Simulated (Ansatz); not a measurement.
AlNi:

```
Ni Al
1.0
     2.88100    0.00000    0.00000
     0.00000    2.88100    0.00000
     0.00000    0.00000    2.88100
Ni Al
1 1
Direct
  0.50000 0.50000 0.50000
  0.00000 0.00000 0.00000
```

- Program: Ansatz 0.2.0
- Task: relaxation of cell and atoms
- Functional: BLYP
- Dispersion: D3(BJ)
- Potentials or basis: Ansatz PAW
- Cutoff: 420 eV (not typed: the program's choice for these potentials)
- k mesh: 9 × 9 × 9
- Occupations: fermi-dirac, width 0.05 eV
- Spin: collinear spin, ferromagnetic start
- Starting moments: [1.0, 0.0] μB

At the start: volume 11.96 Å³/atom.

Q: Where does the relaxation end?

A: It ends after 5 steps and the volume is 11.40 Å³/atom (-4.7 %); space group Pm-3m (No. 221, to 0.05 Å); moment 0.00 μB per cell.

Step by step:
| step | energy change (eV) | largest force (eV/Å) | volume (Å³) |
| --- | --- | --- | --- |
| 1 | 0.0000 | 0.0000 | 23.91 |
| 2 | -0.0231 | 0.0000 | 23.25 |
| 3 | -0.0281 | 0.0000 | 22.76 |
| 4 | -0.0282 | 0.0000 | 22.80 |
| 5 | -0.0277 | 0.0000 | 22.80 |

Final structure:
```
Ni Al
1.0
     2.83554    0.00000    0.00000
     0.00000    2.83554    0.00000
     0.00000    0.00000    2.83554
Ni Al
1 1
Cartesian
  1.4178 1.4178 1.4178
  0.0000 0.0000 0.0000
```

Caveat: the plane-wave basis is chosen anew once the cell has moved, so the energies of steps on either side of that aren't comparable; the PAW data sets come from PBE, with cores solved anew for the run's functional, which leaves a small shift of forces and pressure; the starting moments weren't kept.
